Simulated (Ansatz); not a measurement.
Ansatz results at the PBE0-D4/def2-TZVP geometry: HOMO energy (PBE/def2-TZVPP) -5.51 eV; LUMO energy (B3LYP/def2-TZVPP) 0.25 eV; HOMO–LUMO gap (PBE/def2-TZVPP) 5.14 eV.

Each molecule was computed in one conformer, which needn't be the lowest.

**Question.** Which molecule gave them?
A. `CC(C)CS`
B. `CCCSC`
C. `CCC=O`
D. `COCN`

**Answer.** A. The others give `CCCSC`: -5.00, 0.71, 5.13; `COCN`: -5.69, 0.71, 5.93; `CCC=O`: -5.78, -0.98, 3.90.

B3LYP here is the variant with VWN-RPA as its local correlation; programs differ in this.
